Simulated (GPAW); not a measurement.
# V (Im-3m) in GPAW: convergence with k mesh

Aim: find how far k mesh must go before the results for V settle, at PBEsol. This setting moves, with any that are tied to it; all else stays.

All numbers are computed with GPAW 26.7.0; they aren't measurements. Logs are shortened: lines on timing, memory, paths and dates and some standing lists are left out, and cuts for length are marked. The log counts tension as positive stress, the text compression.

## Step 1: Starting point

The structure is cubic, space group Im-3m (No. 229). Conventional cell: a = 3.029 Å, b = 3.029 Å, c = 3.029 Å, α = 90.00°, β = 90.00°, γ = 90.00°. V (site symmetry m-3m) has 8 V at 2.62 Å as nearest neighbours.

## Step 2: With k mesh 3 × 3 × 3

run.py

```python
from ase.dft.bandgap import bandgap
from ase.io import read, write
from ase.units import GPa
from gpaw import GPAW, PW, setup_paths

setup_paths.insert(0, '.')

atoms = read('POSCAR')
atoms.set_initial_magnetic_moments([2.0])

calc = GPAW(mode=PW(600),
            xc='PBEsol',
            kpts={'size': (3, 3, 3), 'gamma': True},
            occupations={'name': 'fermi-dirac', 'width': 0.05},
            nbands=15,
            convergence={'density': 1e-05, 'energy': 1e-05},
            maxiter=100,
            txt='gpaw.txt')
atoms.calc = calc
energy = atoms.get_potential_energy()
forces = atoms.get_forces()
stress = atoms.get_stress()
calc.write('gs.gpw')
write('result.traj', atoms)
print(f'Energy: {energy:.6f} eV')
print('Forces (eV/A):')
print(forces.round(4))
print('Stress (GPa):', (stress / GPa).round(3))
print('Moments:', calc.get_magnetic_moments().round(3))
print('Fermi level:', round(calc.get_fermi_level(), 4), 'eV')
print(f'Gap: {bandgap(calc)[0]:.4f} eV, direct: {bandgap(calc, direct=True)[0]:.4f} eV')
```

POSCAR

```
V
1.0
   -1.5143500000      1.5143500000      1.5143500000
    1.5143500000     -1.5143500000      1.5143500000
    1.5143500000      1.5143500000     -1.5143500000
V
1
Direct
    0.0000000000      0.0000000000      0.0000000000
```

Potentials or basis: PAW data sets generated in the run's folder for this functional, pw.

Launch:

```bash
$ gpaw-setup -f PBEsol V
$ OMP_NUM_THREADS=1 python run.py
```

It took 4.5 s on 1 thread of Arm Neoverse V2, shared host; peak memory 0.12 GiB.

What came out:

| Property | Result |
| --- | --- |
| Free energy | -9.2355 eV |
| Pressure | -11.6 GPa |
| Band gap on the k mesh | none (metal or under the smearing width) |
| Net moment | 0.42 μB per cell |
| Site moments | V +0.26 μB |

## Step 3: With k mesh 4 × 4 × 4

Changes to run.py since step 2:

```diff
@@ -12,3 +12,3 @@
             xc='PBEsol',
-            kpts={'size': (3, 3, 3), 'gamma': True},
+            kpts={'size': (4, 4, 4), 'gamma': True},
             occupations={'name': 'fermi-dirac', 'width': 0.05},
```

POSCAR is that of step 2.

Potentials or basis: PAW data sets generated in the run's folder for this functional, pw.

Launch:

```bash
$ gpaw-setup -f PBEsol V
$ OMP_NUM_THREADS=1 python run.py
```

Run time: 5.9 s. Hardware: 1 thread of Arm Neoverse V2, shared host; peak memory 0.12 GiB.

What came out:

```yaml
Free_energy: -9.2206 eV
Pressure: -11.7 GPa
Band_gap_on_the_k_mesh: none (metal or under the smearing width)
Net_moment: 0.00 μB per cell
```

## Step 4: With k mesh 5 × 5 × 5

Changes to run.py since step 3:

```diff
@@ -12,3 +12,3 @@
             xc='PBEsol',
-            kpts={'size': (4, 4, 4), 'gamma': True},
+            kpts={'size': (5, 5, 5), 'gamma': True},
             occupations={'name': 'fermi-dirac', 'width': 0.05},
```

POSCAR is that of step 3.

Launch:

```bash
$ gpaw-setup -f PBEsol V
$ OMP_NUM_THREADS=1 python run.py
```

Run time: 6.8 s. Hardware: 1 thread of Arm Neoverse V2, shared host; peak memory 0.13 GiB.

What came out:

| Quantity | Value |
| --- | --- |
| Free energy | -9.0822 eV |
| Pressure | -9.1 GPa |
| Band gap on the k mesh | none (metal or under the smearing width) |
| Net moment | 0.20 μB per cell |
| Site moments | V +0.17 μB |

## Step 5: With k mesh 6 × 6 × 6

Changes to run.py since step 4:

```diff
@@ -12,3 +12,3 @@
             xc='PBEsol',
-            kpts={'size': (5, 5, 5), 'gamma': True},
+            kpts={'size': (6, 6, 6), 'gamma': True},
             occupations={'name': 'fermi-dirac', 'width': 0.05},
```

POSCAR is that of step 4.

Launch:

```bash
$ gpaw-setup -f PBEsol V
$ OMP_NUM_THREADS=1 python run.py
```

Wall time 7.9 s (1 thread of Arm Neoverse V2, shared host); peak memory 0.13 GiB.

The run converged. Its results:

```yaml
Free_energy: -9.0797 eV
Pressure: -9.4 GPa
Band_gap_on_the_k_mesh: none (metal or under the smearing width)
Net_moment: 0.59 μB per cell
Site_moments: V +0.45 μB
```

## Step 6: With k mesh 8 × 8 × 8

Changes to run.py since step 5:

```diff
@@ -12,3 +12,3 @@
             xc='PBEsol',
-            kpts={'size': (6, 6, 6), 'gamma': True},
+            kpts={'size': (8, 8, 8), 'gamma': True},
             occupations={'name': 'fermi-dirac', 'width': 0.05},
```

POSCAR is that of step 5.

Potentials or basis: PAW data sets generated in the run's folder for this functional, pw.

Launch:

```bash
$ gpaw-setup -f PBEsol V
$ OMP_NUM_THREADS=1 python run.py
```

It took 11 s on 1 thread of Arm Neoverse V2, shared host; peak memory 0.13 GiB.

The run converged. Its results:

| Quantity | Value |
| --- | --- |
| Free energy | -9.1287 eV |
| Pressure | -11.8 GPa |
| Band gap on the k mesh | none (metal or under the smearing width) |
| Net moment | 0.00 μB per cell |

## Step 7: With k mesh 9 × 9 × 9

Changes to run.py since step 6:

```diff
@@ -12,3 +12,3 @@
             xc='PBEsol',
-            kpts={'size': (8, 8, 8), 'gamma': True},
+            kpts={'size': (9, 9, 9), 'gamma': True},
             occupations={'name': 'fermi-dirac', 'width': 0.05},
```

POSCAR is that of step 6.

Launch:

```bash
$ gpaw-setup -f PBEsol V
$ OMP_NUM_THREADS=1 python run.py
```

Run time: 13 s. Hardware: 1 thread of Arm Neoverse V2, shared host; peak memory 0.13 GiB.

Results (log left out):

```
Free energy            : -9.1142 eV
Pressure               : -10.8 GPa
Band gap on the k mesh : none (metal or under the smearing width)
Net moment             : 0.15 μB per cell
Site moments           : V +0.11 μB
```

## Step 8: With k mesh 11 × 11 × 11

Changes to run.py since step 7:

```diff
@@ -12,3 +12,3 @@
             xc='PBEsol',
-            kpts={'size': (9, 9, 9), 'gamma': True},
+            kpts={'size': (11, 11, 11), 'gamma': True},
             occupations={'name': 'fermi-dirac', 'width': 0.05},
```

POSCAR is that of step 7.

Launch:

```bash
$ gpaw-setup -f PBEsol V
$ OMP_NUM_THREADS=1 python run.py
```

It took 19 s on 1 thread of Arm Neoverse V2, shared host; peak memory 0.14 GiB.

The run converged. Its results:

```
Free energy            : -9.1180 eV
Pressure               : -10.6 GPa
Band gap on the k mesh : none (metal or under the smearing width)
Net moment             : 0.00 μB per cell
```

## Step 9: With k mesh 13 × 13 × 13

Changes to run.py since step 8:

```diff
@@ -12,3 +12,3 @@
             xc='PBEsol',
-            kpts={'size': (11, 11, 11), 'gamma': True},
+            kpts={'size': (13, 13, 13), 'gamma': True},
             occupations={'name': 'fermi-dirac', 'width': 0.05},
```

POSCAR is that of step 8.

Potentials or basis: PAW data sets generated in the run's folder for this functional, pw.

Launch:

```bash
$ gpaw-setup -f PBEsol V
$ OMP_NUM_THREADS=1 python run.py
```

Run time: 25 s. Hardware: 1 thread of Arm Neoverse V2, shared host; peak memory 0.15 GiB.

Results (log left out):

* Free energy: -9.1182 eV
* Pressure: -10.7 GPa
* Band gap on the k mesh: none (metal or under the smearing width)
* Net moment: 0.00 μB per cell

## Step 10: With k mesh 16 × 16 × 16

Changes to run.py since step 9:

```diff
@@ -12,3 +12,3 @@
             xc='PBEsol',
-            kpts={'size': (13, 13, 13), 'gamma': True},
+            kpts={'size': (16, 16, 16), 'gamma': True},
             occupations={'name': 'fermi-dirac', 'width': 0.05},
```

POSCAR is that of step 9.

Potentials or basis: PAW data sets generated in the run's folder for this functional, pw.

Launch:

```bash
$ gpaw-setup -f PBEsol V
$ OMP_NUM_THREADS=1 python run.py
```

gpaw.txt:

```text
__  _  _
 | _ |_)|_||  |
 |__||  | ||/\| - 26.7.0

Input parameters:
  mode=PW(ecut=600.0),
  convergence={'density': 1e-05, 'energy': 1e-05},
  kpts=MonkhorstPack(size=(16, 16, 16), gamma=True),
  maxiter=100,
  nbands=15,
  occupations=Occupations(name='fermi-dirac', width=0.05),
  xc=XC(name='PBEsol')

Diagonalizing LCAO Hamiltonian
Converting LCAO to pw mode

       V

Atoms  # Å, Bohr magnetons
|   | symbol |        x |        y |        z |    initial magnetic moments |
|---|--------|----------|----------|----------|-----------------------------|
| 0 |      V | 0.000000 | 0.000000 | 0.000000 | ( 0.0000,  0.0000,  2.0000) |

Unit cell  # Å
| periodic |         x |         y |         z |  lengths |     angles |
|----------|-----------|-----------|-----------|----------|------------|
|      yes | -1.514350 |  1.514350 |  1.514350 | 2.622931 | 109.471221 |
|      yes |  1.514350 | -1.514350 |  1.514350 | 2.622931 | 109.471221 |
|      yes |  1.514350 |  1.514350 | -1.514350 | 2.622931 | 109.471221 |

Number of symmetries: 48
Symmetry operations  # r_c * U_cc + t_c -> r_c
|    | kind |            matrix            |
|----|------|------------------------------|
|  0 |  σ   |  1, 1, 1,  0, 0,-1,  0,-1, 0 |
|  1 |  C4  |  1, 1, 1,  0, 0,-1, -1, 0, 0 |
|  2 |  C2  |  1, 1, 1,  0,-1, 0,  0, 0,-1 |
|  3 |  S6  |  1, 1, 1,  0,-1, 0, -1, 0, 0 |
|  4 |  S6  |  1, 1, 1, -1, 0, 0,  0, 0,-1 |
|  5 |  C4  |  1, 1, 1, -1, 0, 0,  0,-1, 0 |
|  6 |  E   |  1, 0, 0,  0, 1, 0,  0, 0, 1 |
|  7 |  σ   |  1, 0, 0,  0, 1, 0, -1,-1,-1 |
|  8 |  σ   |  1, 0, 0,  0, 0, 1,  0, 1, 0 |
|  9 |  C3  |  1, 0, 0,  0, 0, 1, -1,-1,-1 |
| 10 |  C3  |  1, 0, 0, -1,-1,-1,  0, 1, 0 |
| 11 |  σ   |  1, 0, 0, -1,-1,-1,  0, 0, 1 |
| 12 |  σ   |  0, 1, 0,  1, 0, 0,  0, 0, 1 |
| 13 |  C2  |  0, 1, 0,  1, 0, 0, -1,-1,-1 |
| 14 |  C3  |  0, 1, 0,  0, 0, 1,  1, 0, 0 |
| 15 |  S4  |  0, 1, 0,  0, 0, 1, -1,-1,-1 |
| 16 |  S4  |  0, 1, 0, -1,-1,-1,  1, 0, 0 |
| 17 |  C3  |  0, 1, 0, -1,-1,-1,  0, 0, 1 |
| 18 |  C3  |  0, 0, 1,  1, 0, 0,  0, 1, 0 |
| 19 |  S4  |  0, 0, 1,  1, 0, 0, -1,-1,-1 |
| 20 |  σ   |  0, 0, 1,  0, 1, 0,  1, 0, 0 |
| 21 |  C3  |  0, 0, 1,  0, 1, 0, -1,-1,-1 |
| 22 |  C2  |  0, 0, 1, -1,-1,-1,  1, 0, 0 |
| 23 |  S4  |  0, 0, 1, -1,-1,-1,  0, 1, 0 |
| 24 |  C4  |  0, 0,-1,  1, 1, 1,  0,-1, 0 |
| 25 |  σ   |  0, 0,-1,  1, 1, 1, -1, 0, 0 |
| 26 |  S6  |  0, 0,-1,  0,-1, 0,  1, 1, 1 |
| 27 |  C2  |  0, 0,-1,  0,-1, 0, -1, 0, 0 |
| 28 |  C4  |  0, 0,-1, -1, 0, 0,  1, 1, 1 |
| 29 |  S6  |  0, 0,-1, -1, 0, 0,  0,-1, 0 |
| 30 |  S6  |  0,-1, 0,  1, 1, 1,  0, 0,-1 |
| 31 |  C4  |  0,-1, 0,  1, 1, 1, -1, 0, 0 |
| 32 |  C4  |  0,-1, 0,  0, 0,-1,  1, 1, 1 |
| 33 |  S6  |  0,-1, 0,  0, 0,-1, -1, 0, 0 |
| 34 |  σ   |  0,-1, 0, -1, 0, 0,  1, 1, 1 |
| 35 |  C2  |  0,-1, 0, -1, 0, 0,  0, 0,-1 |
| 36 |  C2  | -1, 0, 0,  1, 1, 1,  0, 0,-1 |
| 37 |  S6  | -1, 0, 0,  1, 1, 1,  0,-1, 0 |
| 38 |  S6  | -1, 0, 0,  0, 0,-1,  1, 1, 1 |
| 39 |  C2  | -1, 0, 0,  0, 0,-1,  0,-1, 0 |
| 40 |  C2  | -1, 0, 0,  0,-1, 0,  1, 1, 1 |
| 41 |  i   | -1, 0, 0,  0,-1, 0,  0, 0,-1 |
| 42 |  S4  | -1,-1,-1,  1, 0, 0,  0, 1, 0 |
| 43 |  C3  | -1,-1,-1,  1, 0, 0,  0, 0, 1 |
| 44 |  C3  | -1,-1,-1,  0, 1, 0,  1, 0, 0 |
| 45 |  σ   | -1,-1,-1,  0, 1, 0,  0, 0, 1 |
| 46 |  S4  | -1,-1,-1,  0, 0, 1,  1, 0, 0 |
| 47 |  C2  | -1,-1,-1,  0, 0, 1,  0, 1, 0 |

BZ-sampling:
  Number of BZ points: 4096
  Number of IBZ points: 145

  Monkhorst-Pack size: [16, 16, 16]
  Monkhorst-Pack shift: [0.03125, 0.03125, 0.03125]

K-points  # in reciprocal-cell coordinates
|     |                                coordinates |     weight |
|-----|--------------------------------------------|------------|
|   0 | (  0.00000000,   0.00000000,   0.00000000) | 0.00024414 |
|   1 | (  0.06250000,   0.00000000,   0.00000000) | 0.00292969 |
|   2 | (  0.06250000,   0.06250000,  -0.06250000) | 0.00146484 |
|   3 | (  0.12500000,   0.00000000,  -0.06250000) | 0.00585938 |
|   4 | (  0.12500000,   0.00000000,   0.00000000) | 0.00292969 |
|   5 | (  0.12500000,   0.06250000,  -0.06250000) | 0.00585938 |
|   6 | (  0.12500000,   0.12500000,  -0.12500000) | 0.00146484 |
|   7 | (  0.18750000,  -0.06250000,  -0.06250000) | 0.00195312 |
|   8 | (  0.18750000,   0.00000000,  -0.06250000) | 0.01171875 |
|   9 | (  0.18750000,   0.00000000,   0.00000000) | 0.00292969 |
| ... |                                            |            |
| 144 | (  0.50000000,   0.50000000,   0.50000000) | 0.00024414 |

Plane wave coefficients: 476
Cutoff: 600.0 eV

Spin-components: 2 (collinear spins)
Bands:           15
Projectors:      6
Spin-degeneracy: 1
Datatype:        complex128

Parallelization:
  kpt:    1
  domain: 1
  band:   1

Density:
  Valence electrons: 13.0
  Components: 2
  Grid points: [15 15 15]
  Charge: 0.0  # |e|

Potential:
  Grid points: [15 15 15]

species:
  V:
    name:    Vanadium
    Z:       23.0
    valence: 13
    core:    10
    charge:  0.0  # [|e|]
    compensation charges:
      type: gauss
      rc: 0.37  # [Å]
      lmax: 2
    cutoffs:
      filter: 2.14  # [Å]
      core: 0.96  # [Å]
    projectors
    | kind |    occ | energy [eV] | rcut [Å] |
    |------|--------|-------------|----------|
    |   3s |  2.000 |     -70.022 |    1.254 |
    |   4s |  2.000 |      -4.715 |    1.254 |
    |   3p |  6.000 |     -43.949 |    1.281 |
    |   4p |  0.000 |      -1.426 |    1.281 |
    |   3d |  3.000 |      -5.183 |    1.169 |
    |    d |        |      22.028 |    1.169 |

    Using partial waves for V as LCAO basis

Reference energy: -25792.738541  # eV

eigensolver:
  PPCG
  Converge bands: occupied
  niter=2

density mixing:
  MSR1-Mixer
  Pratt-step length: 0.05
  Maximum mixing coefficient: 0.75
  Old densities: 10
  SVD Regularization: 0.005
  Good broyden scale: 1.0
  Trust region scale: 1.0
  Backstep threshold: 4.0
  History deletion threshold: 6.0
  Fourier metric: weight=20.0, sigma=0.015

occupation numbers:
  Fermi-Dirac:
    width: 0.0500  # eV

poisson solver:
  ecut: 4800.0  # eV

xc functional:
  name: PBEsol with 2 nearest neighbor stencil

convergence criteria:
- Maximum integral of absolute [dens]ity change: 1e-05 electrons / valence electron
- Maximum [total energy] change in last 3 cyles: 1e-05 eV / valence electron
- Maximum integral of absolute [eigenst]ate change: 4e-08 eV^2 / valence electron
maximum number of iterations: 100

SCF iterations
|iter     | |      energy | eigst |  dens |  magmom |
|---------|-|-------------|-------|-------|---------|
|iter:   1| |   -9.063932 | +0.29 |       |  +2.0067|
|iter:   2| |   -8.995894 | -2.55 | -0.82 |  +1.9474|
|iter:   3| |   -9.004063 | -1.96 | -0.85 |  +1.2021|
|iter:   4| |   -9.066541 | -3.60 | -1.34 |  +0.8697|
|iter:   5| |   -9.098750 | -3.76 | -1.56 |  +0.4499|
|iter:   6| |   -9.104974 | -4.10 | -1.99 |  +0.2778|
|iter:   7| |   -9.108534 | -3.78 | -2.23 |  +0.0895|
|iter:   8| |   -9.108750 | -4.91 | -2.79 |  +0.0522|
|iter:   9| |   -9.108838 | -4.86 | -3.04 |  +0.0077|
|iter:  10| |   -9.108840c| -7.58c| -3.70 |  +0.0021|
|iter:  11| |   -9.108841c| -8.47c| -4.17 |  -0.0013|
|iter:  12| |   -9.108841c| -7.65c| -4.58 |  -0.0004|
|iter:  13| |   -9.108841c| -8.20c| -5.01c|  +0.0000|

Converged in 13 steps
Energy contributions relative to reference atoms: (reference = -25792.738541)

Energy contributions:
  Kinetic:          -5.398068
  Coulomb:           4.097240
  Zero:              0.141375
  External:          0.000000
  Xc:               -7.940997
  Entropy:          -0.016783
  Spinorbit:         0.000000
  ----------------------------
  Free energy:      -9.117232
  Extrapolated:     -9.108841

dipole moment: (-3.679154, -3.679154, -3.679154)  # |e|*Ang

Total magnetic moment: (0.000000, 0.000000, 0.000015)

Local magnetic moments
|        x |        y |        z |
|----------|----------|----------|
| 0.000000 | 0.000000 | 0.000009 |  # V    0

Fermi level: 8.979
Eigenvalues  # (at kpt = [0.000, 0.000, 0.000])
| band index |      eig [eV] | occ [0-1] |      eig [eV] | occ [0-1] |
|------------|---------------|-----------|---------------|-----------|
|          0 |       -54.552 |     1.000 |       -54.552 |     1.000 |
|          1 |       -28.021 |     1.000 |       -28.021 |     1.000 |
|          2 |       -28.021 |     1.000 |       -28.021 |     1.000 |
|          3 |       -28.021 |     1.000 |       -28.021 |     1.000 |
|          4 |         2.477 |     1.000 |         2.477 |     1.000 |
|          5 |         9.385 |     0.000 |         9.385 |     0.000 |
|          6 |         9.385 |     0.000 |         9.385 |     0.000 |
|          7 |         9.385 |     0.000 |         9.385 |     0.000 |
|          8 |        11.292 |     0.000 |        11.292 |     0.000 |
|          9 |        11.292 |     0.000 |        11.292 |     0.000 |
|         10 |        29.493 |     0.000 |        29.493 |     0.000 |
|         11 |        29.493 |     0.000 |        29.493 |     0.000 |
|         12 |        29.493 |     0.000 |        29.493 |     0.000 |
|        ... |               |           |               |           |
|         14 |        35.809 |     0.000 |        35.809 |     0.000 |

No gap
No difference between direct/indirect transitions

Forces  # eV/Ang
|        x |        y |        z |
|----------|----------|----------|
| -0.00000 | -0.00000 | -0.00000 |  # V    0

Stress tensor  # eV/Ang^3
|        x |         y |         z |
|----------|-----------|-----------|
| 0.065961 |  0.000000 |  0.000000 |
| 0.000000 |  0.065961 | -0.000000 |
| 0.000000 | -0.000000 |  0.065961 |

# Writing to gs.gpw (mode='')
```

It took 43 s on 1 thread of Arm Neoverse V2, shared host; peak memory 0.17 GiB.

What came out:

```
Free energy            : -9.1172 eV
Pressure               : -10.6 GPa
Band gap on the k mesh : none (metal or under the smearing width)
Net moment             : 0.00 μB per cell
```

## Step 11: The series at a glance

| k mesh | energy less the tightest run, at zero smearing (meV/atom) | pressure (GPa) | largest site moment (μB) | SCF cycles | CPU time (s) | peak memory (GiB) |
| --- | --- | --- | --- | --- | --- | --- |
| 3 × 3 × 3 | -121.72 | -11.56 | 0.26 | 11 | 4.5 | 0.12 |
| 4 × 4 × 4 | -105.33 | -11.68 | 0.00 | 13 | 5.9 | 0.12 |
| 5 × 5 × 5 | 35.43 | -9.06 | 0.17 | 13 | 6.8 | 0.13 |
| 6 × 6 × 6 | 35.49 | -9.36 | 0.45 | 12 | 7.9 | 0.13 |
| 8 × 8 × 8 | -11.86 | -11.76 | 0.00 | 12 | 11 | 0.13 |
| 9 × 9 × 9 | 4.20 | -10.80 | 0.11 | 14 | 13 | 0.13 |
| 11 × 11 × 11 | -1.49 | -10.61 | 0.00 | 13 | 19 | 0.14 |
| 13 × 13 × 13 | -1.25 | -10.65 | 0.00 | 12 | 25 | 0.15 |
| 16 × 16 × 16 | 0.00 | -10.57 | 0.00 | 13 | 43 | 0.17 |

Against the tightest run, the pressure stays within 0.1 GPa from 11 × 11 × 11 on; the largest site moment stays within 0.02 μB from 11 × 11 × 11 on. Not settled before the last step: the energy (to 1 meV/atom). Meshes of other sizes hit other points, so gaps and Fermi surfaces needn't settle smoothly. The tightest run that finished is the yardstick and may itself not be fully converged.
